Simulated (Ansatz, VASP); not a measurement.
# F: VASP beside Ansatz

```
CELL_PARAMETERS angstrom
0.00000 1.66481 1.66481
1.66481 0.00000 1.66481
1.66481 1.66481 0.00000
ATOMIC_POSITIONS crystal
F 0.00000 0.00000 0.00000
```

Alike in both runs: functional PBEsol; k mesh 19 × 19 × 19; occupations fermi-dirac, width 0.08 eV; no spin polarisation.

Ansatz relaxed the structure, and its values are those at the end. VASP's run is a single point on that final structure, the one shown.

|  | VASP | Ansatz |
| --- | --- | --- |
| version | VASP 6.6.1 | Ansatz 0.2.0 |
| potentials or method | VASP PAW PBE potentials, release 64 (F) | PAW with Ansatz's default frozen-core files, scalar-relativistic |
| plane-wave cutoff (eV) | 520 | 420 |
| valence electrons in the cell | 7 | 7 |

|  | VASP | Ansatz | Ansatz less VASP |
| --- | --- | --- | --- |
| pressure (GPa) | -0.9 | 0.0 | +0.83 |

Caveats: the PAW data sets were made with another functional, which shifts forces and pressure a little (VASP); an odd number of electrons without spin polarisation forces a metal; a magnetic or distorted state may lie lower.
